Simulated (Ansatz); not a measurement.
Results of r²SCAN0 (Ansatz, a program for electronic structure, plane waves, PAW) for zinc-blende ZnTe.

Settings: plane-wave cutoff 520 eV, 8×8×8 k mesh, Fermi–Dirac smearing 0.01 eV, scalar-relativistic PAW data made under PBE.

A third-order Birch–Murnaghan fit to the energies gives V0 = 28.475 Å³/atom, B0 = 51.9 GPa, B′ = 4.4.

```json
[
 {"V (Å³/atom)": "27.061", "P (GPa)": "2.953"},
 {"V (Å³/atom)": "28.039", "P (GPa)": "0.825"},
 {"V (Å³/atom)": "28.486", "P (GPa)": "-0.022"},
 {"V (Å³/atom)": "29.198", "P (GPa)": "___"},
 {"V (Å³/atom)": "29.910", "P (GPa)": "___"}
]
```

Q: Estimate the withheld pressures from this fit; the answers are the runs' own values.

A: 
- 29.198, P (GPa): -1.233
- 29.910, P (GPa): -2.291

The formula P = (3/2) B0 (x^(7/3) − x^(5/3)) [1 + (3/4)(B′ − 4)(x^(2/3) − 1)] with x = V0/V meets the computed pressures within 0.01 GPa when these rounded values are put in.

Measured, for comparison: bulk modulus 51 ± 3 GPa (room temperature, not corrected to a static lattice; as tabulated in Determination of phase transition pressures of ZnTe under quasihydrostatic …); equilibrium volume per atom 28.42 Å³/atom (room temperature, not corrected to a static lattice; as tabulated in Albrecht et al. (1997), arXiv:cond-mat/9706128). Computed (rounded) less measured: bulk modulus +2 % (inside the measured uncertainty), equilibrium volume per atom +0.2 %. A static lattice is as a rule a little smaller and stiffer than an uncorrected measurement, which narrows the difference in the bulk modulus and would widen misses of the other sign.

Spin–orbit coupling is not included.

The computed numbers hold no vibrational or temperature effects.

The result took about 27 core-minutes (a rough figure).
